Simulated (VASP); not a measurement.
Wanted: the native input for a VASP 6.6.1 run.

| Quantity | Value |
| --- | --- |
| Task | relaxation of cell and atoms |
| Functional | PBE |
| Dispersion | D3(BJ) |
| Potentials or basis | VASP PAW PBE potentials, release 64 (S, Pt) |
| Cutoff | 600 eV |
| k mesh | 12 × 12 × 1 |
| Occupations | gaussian, width 0.03 eV |
| Spin | no spin polarisation |
| Further INCAR settings | ALGO = Normal; EDIFF = 1e-07; IBRION = 2; EDIFFG = -0.005; NSW = 90; ISIF = 3 |

The structure of PtS2 lies in POSCAR:

```
PtS2                                    
1.0
    3.5657532373     -0.0000000000      0.0000000000
   -1.7828766186      3.0880328864      0.0000000000
    0.0000000000      0.0000000000     35.4040152000
  S               Pt            
     8     4
Direct
     0.6666666699999979    0.3333333300000021    0.2643032674640584
     0.3333333300000021    0.6666666699999979    0.3332304882947325
     0.6666666699999979    0.3333333300000021    0.3991930794941230
     0.3333333300000021    0.6666666699999979    0.4677627095721516
     0.6666666699999979    0.3333333300000021    0.5322372904278481
     0.3333333300000021    0.6666666699999979    0.6008069205058774
     0.6666666699999979    0.3333333300000021    0.6667695117052744
     0.3333333300000021    0.6666666699999979    0.7356967325359420
     0.0000000000000000    0.0000000000000000    0.2991995805950827
     0.0000000000000000    0.0000000000000000    0.4335029079991835
     0.0000000000000000    1.0000000000000000    0.5664970920008165
     0.0000000000000000    0.0000000000000000    0.7008004194049170
```

One way to write it, as run:

INCAR

```
SYSTEM = PtS2
ALGO = Normal
EDIFF = 1E-7
EDIFFG = -0.005
ENCUT = 600
GGA = PE
IBRION = 2
ISIF = 3
ISMEAR = 0
IVDW = 12
KPAR = 4
LASPH = .True.
LATTICE_CONSTRAINTS = .TRUE. .TRUE. .FALSE.
LCHARG = .False.
LREAL = .False.
LWAVE = .False.
NELM = 80
NSW = 90
PREC = Accurate
SIGMA = 0.03
```

KPOINTS

```
k-points
0
Gamma
  12 12 1
  0 0 0
```

Potentials or basis: VASP PAW PBE potentials, release 64 (S, Pt).

The run is started by

```console
$ cat potpaw_PBE.64/S/POTCAR potpaw_PBE.64/Pt/POTCAR > POTCAR
$ mpirun -np 4 vasp_std > vasp.out
```

It gave:

```json
{"Relaxed volume": "32.50 Å³/atom", "Relaxed cell": "a = 3.566 Å, b = 3.566 Å, c = 35.404 Å, α = 90.00°, β = 90.00°, γ = 120.00°", "Space group after relaxing (to 0.05 Å)": "P-3m1 (No. 164)", "Energy gained by relaxing": "0.0 meV/atom", "Ionic steps": "20", "Largest force after relaxing": "0.003 eV/Å", "Band gap on the k mesh": "0.54 eV, indirect (least direct gap 1.00 eV)", "Dispersion energy per atom": "-0.401 eV"}
```

Caveat: spin-orbit coupling is left out, which moves the levels of the heavy elements.

It took 17 min on 4 MPI ranks on Intel(R) Xeon(R) 6975P-C (Granite Rapids), on a shared host, peak memory 0.8 GiB a rank.
